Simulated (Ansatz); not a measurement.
Crystal: ZnCu.

```xyz
2
Lattice="2.9450 0.0000 0.0000 0.0000 2.9450 0.0000 0.0000 0.0000 2.9450" Properties=species:S:1:pos:R:3 pbc="T T T"
Zn    1.4725    1.4725    1.4725
Cu    0.0000    0.0000    0.0000
```

| Item | Value |
| --- | --- |
| Program | Ansatz 0.2.0 |
| Task | relaxation of cell and atoms |
| Functional | LDA |
| Potentials or basis | Ansatz PAW |
| Cutoff | 420 eV (not typed: the program's choice for these potentials) |
| k mesh | 9 × 9 × 9 |
| Occupations | fermi-dirac, width 0.05 eV |
| Spin | no spin polarisation |

At the start: volume 12.77 Å³/atom.

Where does the relaxation end?

It ends after 5 steps and the volume is 11.84 Å³/atom (-7.3 %); space group Pm-3m (No. 221, to 0.05 Å).

The path:
| step | energy change (eV) | largest force (eV/Å) | volume (Å³) |
| --- | --- | --- | --- |
| 1 | 0.0000 | 0.0000 | 25.54 |
| 2 | -0.0519 | 0.0000 | 24.37 |
| 3 | -0.0614 | 0.0000 | 23.56 |
| 4 | -0.0617 | 0.0000 | 23.67 |
| 5 | -0.0605 | 0.0000 | 23.67 |

Final structure:
```
CELL_PARAMETERS angstrom
2.87141 0.00000 0.00000
0.00000 2.87141 0.00000
0.00000 0.00000 2.87141
ATOMIC_POSITIONS crystal
Zn 0.50000 0.50000 0.50000
Cu 0.00000 0.00000 0.00000
```

Caveat: the plane-wave basis is chosen anew once the cell has moved, so the energies of steps on either side of that aren't comparable; the PAW data sets come from PBE, with cores solved anew for the run's functional, which leaves a small shift of forces and pressure.
